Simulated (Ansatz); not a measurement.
Reaction (formal exchange of groups at a Ge–Cl bond): `[NH2][Ge]([OH])([F])[Cl]` + `C=CC(C)=O` → `[CH3][Ge]([NH2])([OH])[F]` + `C=CC(=O)Cl`

Program: Ansatz. Geometries: PBE0-D4/def2-TZVP. ΔE: electronic, gas phase. CCSD(T)/CBS is the MP2 limit (def2-TZVPP, def2-QZVPP) plus CCSD(T) − MP2 in def2-TZVPP, frozen cores. DFT in def2-TZVPP. B3LYP here is the variant with VWN-RPA as its local correlation; programs differ in this. For Ge outer-core shells are correlated without core-valence functions, which leaves a few kJ/mol of doubt a bond. Scalar relativity is left out up to krypton. One conformer a species, not always the lowest.

`[NH2][Ge]([OH])([F])[Cl]`:

```xyz
8

N    -0.351   -0.609   -1.282
Ge    0.210    0.297    0.158
O     0.699   -0.859    1.370
F     1.536    1.266   -0.355
Cl   -1.136    1.697    1.064
H    -1.107   -1.257   -1.115
H    -0.543   -0.045   -2.097
H     0.692   -0.490    2.257
```

`C=CC(C)=O`:

Cartesian coordinates in Å:
```
C 1.638 0.224 -0.174
C 0.581 1.001 0.034
C -0.814 0.520 0.152
C -1.092 -0.955 0.033
O -1.706 1.317 0.341
H 2.637 0.638 -0.251
H 1.549 -0.852 -0.274
H 0.685 2.078 0.132
H -0.548 -1.515 0.797
H -2.161 -1.124 0.150
H -0.769 -1.332 -0.941
```

`[CH3][Ge]([NH2])([OH])[F]`:

Z-matrix (Å, degrees):
```
C
Ge 1 1.927
H 1 1.090 2 109.4
H 1 1.091 2 109.9 3 -119.4
H 1 1.090 2 110.2 3 119.9
N 2 1.802 1 113.9 3 171.3
O 2 1.769 1 115.4 3 -62.3
F 2 1.746 1 106.9 3 50.8
H 6 1.008 2 116.7 1 148.4
H 6 1.007 2 117.6 1 12.3
H 7 0.961 2 111.6 1 96.3
```

`C=CC(=O)Cl`:

Cartesian coordinates in Å:
```
C -1.166 -0.474 -0.289
C 0.043 -0.415 0.254
C 0.902 0.756 0.005
O 0.650 1.708 -0.652
Cl 2.476 0.615 0.834
H -1.530 0.332 -0.917
H -1.816 -1.324 -0.120
H 0.442 -1.198 0.886
```

```json
{"level": "B3LYP-D4", "ΔE (kcal/mol)": "17.2"}
{"level": "ωB97X-V", "ΔE (kcal/mol)": "18.4"}
{"level": "r2SCAN", "ΔE (kcal/mol)": "16.5"}
{"level": "HF/def2-TZVPP", "ΔE (kcal/mol)": "24.0"}
{"level": "MP2/def2-TZVPP", "ΔE (kcal/mol)": "17.6"}
{"level": "SCS-MP2/def2-TZVPP", "ΔE (kcal/mol)": "18.4"}
{"level": "CCSD/def2-TZVPP", "ΔE (kcal/mol)": "19.5"}
{"level": "CCSD(T)/def2-TZVPP", "ΔE (kcal/mol)": "18.3"}
```

(1) What does CCSD(T)/CBS give? (Best estimate.)

Largest T1 diagnostic among the species: 0.015.

Results:

(1) The calculation gave: +17.8 kcal/mol. The listed levels differ from it by -0.6, 0.6, -1.3, 6.2, -0.2, 0.6, 1.7, 0.5 kcal/mol.

In def2-TZVPP, CCSD(T) changes the Hartree–Fock value by −5.8 kcal/mol (the triples alone add −1.2 kcal/mol) and MP2 by −6.5 kcal/mol. From PBE to PBE0 (25 % exact exchange), in def2-TZVPP and without D4, ΔE moves by +2.7 kcal/mol.

CCSD(T)/CBS has its own doubt, a few kJ/mol and more with outer-core shells, so smaller differences from it don't rank the levels.
